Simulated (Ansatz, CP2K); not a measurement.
A CP2K input for a self-consistent single point of Li3N (P6/mmm, 4 atoms in the cell) (DFT PBE, GPW, DZVP-MOLOPT-SR-GTH basis, GTH-PBE potentials (GTH_POTENTIALS)):

```
&GLOBAL
  PROJECT calc
  RUN_TYPE ENERGY_FORCE
  PRINT_LEVEL MEDIUM
&END GLOBAL
&FORCE_EVAL
  METHOD Quickstep
  STRESS_TENSOR ANALYTICAL
  &DFT
    BASIS_SET_FILE_NAME BASIS_MOLOPT
    POTENTIAL_FILE_NAME GTH_POTENTIALS
    &QS
      METHOD GPW
      EPS_DEFAULT 1E-10
    &END QS
    &MGRID
      CUTOFF 400
      REL_CUTOFF 50
      NGRIDS 4
    &END MGRID
    &SCF
      SCF_GUESS ATOMIC
      EPS_SCF 1E-7
      MAX_SCF 100
      ADDED_MOS 4
      &DIAGONALIZATION
        ALGORITHM STANDARD
      &END DIAGONALIZATION
      &MIXING
        METHOD BROYDEN_MIXING
        ALPHA 0.3
        NBUFFER 10
      &END MIXING
    &END SCF
    &KPOINTS
      SCHEME MONKHORST-PACK 6 6 5
      GAMMA_CENTERED T
    &END KPOINTS
    &XC
      &XC_FUNCTIONAL PBE
      &END XC_FUNCTIONAL
    &END XC
    &PRINT
      &MO
        EIGENVALUES T
        OCCUPATION_NUMBERS T
        NDIGITS 8
        FILENAME mo
        &EACH
          QS_SCF 0
        &END EACH
        ADD_LAST NUMERIC
      &END MO
      &MULLIKEN ON
      &END MULLIKEN
    &END PRINT
  &END DFT
  &SUBSYS
    &CELL
      ABC 3.50109900 3.50109953 3.73863800
      ALPHA_BETA_GAMMA 90.00000000 90.00000000 120.00000443
      PERIODIC XYZ
    &END CELL
    &COORD
      Li       0.00000000     0.00000000     1.86931900
      Li      -0.00000208     2.02136168     0.00000000
      Li       1.75055108     1.01067932     0.00000000
      N        0.00000000     0.00000000     0.00000000
    &END COORD
    &KIND Li
      BASIS_SET DZVP-MOLOPT-SR-GTH-q3
      POTENTIAL GTH-PBE-q3
    &END KIND
    &KIND N
      BASIS_SET DZVP-MOLOPT-SR-GTH-q5
      POTENTIAL GTH-PBE-q5
    &END KIND
  &END SUBSYS
  &PRINT
    &FORCES ON
    &END FORCES
    &STRESS_TENSOR ON
    &END STRESS_TENSOR
  &END PRINT
&END FORCE_EVAL
```

Translate this input to Ansatz (an electronic-structure program).

One input that does it (others would too):

Ansatz 0.2 input:
```yaml
crystal:
  lattice:
    - [3.50109900, 0.00000000, 0.00000000]
    - [-1.75055000, 3.03204100, 0.00000000]
    - [0.00000000, 0.00000000, 3.73863800]
  atoms:
    - { symbol: Li, position: [0.00000000, 0.00000000, 0.50000000] }
    - { symbol: Li, position: [0.33333300, 0.66666700, 0.00000000] }
    - { symbol: Li, position: [0.66666700, 0.33333300, 0.00000000] }
    - { symbol: N, position: [0.00000000, 0.00000000, 0.00000000] }
basis:
  ecutwfc: 30.9 Ry
kpoints:
  mp_grid:
    grid: [6, 6, 5]
hamiltonian:
  xc: pbe
  pseudopotentials:
    kind: paw
scf:
  occupations:
    method: fixed
output:
  forces: true
  eigenvalues: true
  stress: true
```

Basis settings and potentials, where a program has them, do not carry over. This input uses DFT, PBE, plane waves, default PAW files.

The starting cell comes from a database of computed structures (which also holds hypothetical and non-ambient phases and stackings), without a prior relaxation at this level. Its lattice was rescaled by a random factor within 2.5 % of one. For this run, on top of that: lattice scaled by 0.98.
